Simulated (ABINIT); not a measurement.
Runs of ABINIT 10.8.3 (patched build) on Ta. Symmetry: Im-3m, No. 229, cubic system. Conventional cell: a = 3.303 Å, b = 3.303 Å, c = 3.303 Å, α = 90.00°, β = 90.00°, γ = 90.00°. Ta (site symmetry m-3m) is surrounded by 8 Ta at 2.86 Å. 

| task | level | potentials or basis | cell | k mesh | cutoff (eV) | smearing | bands in the sums | broadening (eV) | scissor shift (eV) | tensor components | stop of the response cycle (tolvrs) | gap on the mesh (eV) | pressure (GPa) |
| --- | --- | --- | --- | --- | --- | --- | --- | --- | --- | --- | --- | --- | --- |
| optical spectrum | LDA | PseudoDojo NC SR LDA v0.4.1 standard | as given | 14 × 14 × 14, with 2 shifts | 707 | methfessel-paxton 0.2 eV | 18 | 0.05 | 0 | [11] | - | - | (b) |
| phonon dispersion | PBE | PseudoDojo NC SR PBE v0.4.1 standard | as given | 10 × 10 × 10 | 707 | fermi-dirac 0.136 eV | - | - | - | - | 1e-08 | none | 3.8 |
| single point | PBEsol | PseudoDojo NC SR PBEsol v0.4 stringent | as given | 8 × 8 × 8 | 1687 | fermi-dirac 0.05 eV | - | - | - | - | - | none | -8.0 |
| single point | PBE | PseudoDojo NC SR PBE v0.4.1 standard | as given | 8 × 8 × 8 | 707 | fermi-dirac 0.05 eV | - | - | - | - | - | none | 0.7 |
| optical spectrum | PBE | PseudoDojo NC SR PBE v0.4.1 standard | as given | 14 × 14 × 14, with 2 shifts | 707 | fermi-dirac 0.2 eV | 12 | 0.05 | 0 | [11] | - | - | (a) |
| optical spectrum | PBEsol | PseudoDojo NC SR PBEsol v0.4 stringent | as given | 14 × 14 × 14, with 2 shifts | 1687 | cold (ABINIT) 0.1 eV | 20 | 0.1 | 0 | [11] | - | - | -6.1 |
| optical spectrum | LDA | PseudoDojo NC SR LDA v0.4.1 standard | as given | 14 × 14 × 14, with 2 shifts | 707 | methfessel-paxton 0.136 eV | 12 | 0.15 | 0 | [11] | - | - | -10.5 |
| relaxation of cell and atoms | PBEsol | PseudoDojo NC SR PBEsol v0.4.1 standard | relaxed | 8 × 8 × 8 | 789 | fermi-dirac 0.05 eV | - | - | - | - | - | none | 0.0 |

Alike in all rows: no spin polarisation.

Question: Estimate the missing entries.

Answer: (a) 3.5; (b) -10.6.

Caveats: the intraband (Drude) term is left out (some runs); spectra need much finer meshes, so this one isn't converged (some runs); the mesh is coarse for a metal's response (some runs); the cell is more than 3 GPa from zero pressure, which shifts response properties (some runs).

A k mesh can miss the band edges, and the runs leave out spin-orbit coupling on Ta.

A gap of «none» marks a metal or a gap under the smearing width.

Not every run made on this cell is shown here.
